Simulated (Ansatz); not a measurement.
# CoSi: pressure up to the limit of the methods

An exercise on one series of results from a longer session: the logs are not shown, and one member is left open.

Computed with Ansatz 0.2.0 (DFT, r2SCAN, PAW with Ansatz's default frozen-core files, scalar-relativistic, unless a step's input says otherwise).

## The starting structure

It takes space group Pm-3m (No. 221, cubic). Conventional cell: a = 2.714 Å, b = 2.714 Å, c = 2.714 Å, α = 90.00°, β = 90.00°, γ = 90.00°. Co (site symmetry m-3m) is surrounded by 8 Si at 2.35 Å. Around Si (site symmetry m-3m) lie 8 Co at 2.35 Å.

As a file:

```cif
data_structure
_symmetry_space_group_name_H-M 'Pm-3m'
_symmetry_Int_Tables_number 221
_cell_length_a 2.7144
_cell_length_b 2.7144
_cell_length_c 2.7144
_cell_angle_alpha 90.000
_cell_angle_beta 90.000
_cell_angle_gamma 90.000
_cell_volume 20.00
loop_
_atom_site_label
_atom_site_type_symbol
_atom_site_symmetry_multiplicity
_atom_site_Wyckoff_symbol
_atom_site_fract_x
_atom_site_fract_y
_atom_site_fract_z
_atom_site_occupancy
Co1 Co 1 a 0.00000 0.00000 0.00000 1
Si1 Si 1 b 0.50000 0.50000 0.50000 1
```

The file gives the conventional cell by its symmetry; the runs use the cell typed in the input.

Whether this phase is the stable one at these pressures isn't tested.

Atoms are numbered in the order of the input: Co1, Si2.

Set-up of the first run:

Input file input.yaml:

```yaml
crystal:
  lattice:
    - [2.7144176166, 0.0, 0.0]
    - [0.0, 2.7144176166, 0.0]
    - [0.0, 0.0, 2.7144176166]
  atoms:
    - { symbol: Co, position: [0.0, 0.0, 0.0], spin: 1.7 }
    - { symbol: Si, position: [0.5, 0.5, 0.5] }
magnetization:
  spin_polarized: true
kpoints:
  mp_grid: { grid: [14, 14, 14] }
scf:
  occupations: { method: fermi_dirac, width: 0.05 }
hamiltonian:
  xc: r2scan
  pseudopotentials: { kind: paw }
output:
  forces: true
  stress: true
  write_density: true
  write_potential: true
  elf: true
  volumetric_format: npy
relax:
  f_tol: 0.005
  max_steps: 40
  cell: {}
```

Run with:

```console
> ansatz run input.yaml --threads 1 --pin off --max-ram 3072MiB --backend cpu --events-out ev --progress --plain --runs-dir out
```

Steps of the session up to this table: Cell relaxed at zero pressure, PAW; Volume scaled by 1, PAW; Volume scaled by 0.88, PAW; Volume scaled by 0.78, PAW; Volume scaled by 0.68, PAW; Volume scaled by 0.58, PAW; Volume scaled by 0.5, PAW; Volume scaled by 0.43, PAW; Volume scaled by 0.43, PAW (cutoff 250 eV).

One of the session's tables, all rows but one given; the rest of the session is left out.

| method | volume over the first | volume (Å³/atom) | pressure (GPa) | moment Co1 (μB) |
| --- | --- | --- | --- | --- |
| PAW | 1 | 10.541 | 0.03 | 0.96 |
| PAW | 0.88 | 9.276 | 37.56 | 0.78 |
| PAW | 0.78 | ? | ? | ? |
| PAW | 0.68 | 7.168 | 209.35 | 0.40 |
| PAW | 0.58 | 6.114 | 419.84 | 0.10 |
| PAW | 0.5 | 5.271 | 734.81 | 0.00 |
| PAW | 0.43 | 4.533 | 1227.27 | 0.00 |
| PAW (cutoff 250 eV) | 0.43 | 4.533 | 1219.63 | 0.00 |

**Question.** Estimate the row for PAW, 0.78.

As computed: volume (Å³/atom): 8.222; pressure (GPa): 97.90; moment Co1 (μB): 0.59. In the column «volume (Å³/atom)» it lies between PAW, 0.68 (7.168) and PAW, 0.88 (9.276).

To keep in mind: Other magnetic orders may lie lower; this is the state that the run reached. Warnings in the runs' records: stability check not made, seeded moment not kept, cutoff below recommended.
